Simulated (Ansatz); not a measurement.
**LiF, one cell by several methods**

```xyz
2
Lattice="0.0000 2.1826 2.1826 2.1826 0.0000 2.1826 2.1826 2.1826 0.0000" Properties=species:S:1:pos:R:3 pbc="T T T"
Li    0.0000    0.0000    0.0000
F     1.0913    1.0913    1.0913
```

Atom numbers follow the list: Li1, F2.

The structure comes from a relaxation in the same program, started in the zincblende type, and has space group F-43m. Whether it is a known phase or the ground state wasn't checked.

Levels of theory: DFT, PBE, PAW with Ansatz's default frozen-core files, scalar-relativistic (Ansatz 0.2.0); DFT, PBE, all-electron PAW with datasets made for the crystal, scalar-relativistic (Ansatz 0.2.0); DFT, PBE, all-electron LAPW, scalar-relativistic (Ansatz 0.2.0).

For PAW: a Γ-centred 16×16×16 k mesh, Fermi–Dirac smearing of 0.03 eV, cutoff 420 eV, no spin polarisation. The crystal-made all-electron datasets (AE datasets) take a cutoff of 460 eV at this cell. LAPW targets a basis error of 0.5 meV/atom. The Ansatz runs share mesh, smearing and spin set-up. Plane-wave (PAW) pressures include the program's estimate of the Pulay term.

Stress and pressure are positive in compression.

Levels count from the top of the valence band.

| quantity | PAW | AE datasets | LAPW |
| --- | --- | --- | --- |
| pressure (GPa) | -0.04 | -0.06 | -0.06 |
| band gap (eV) | 7.647 | 7.636 | 7.636 |
| highest filled level at K (eV) | -0.576 | -0.576 | -0.576 |
| lowest empty level at K (eV) | 11.598 | 11.590 | 11.590 |
| highest filled level at Γ (eV) | 0.000 | 0.000 | 0.000 |
| lowest empty level at Γ (eV) | 7.647 | 7.636 | 7.636 |
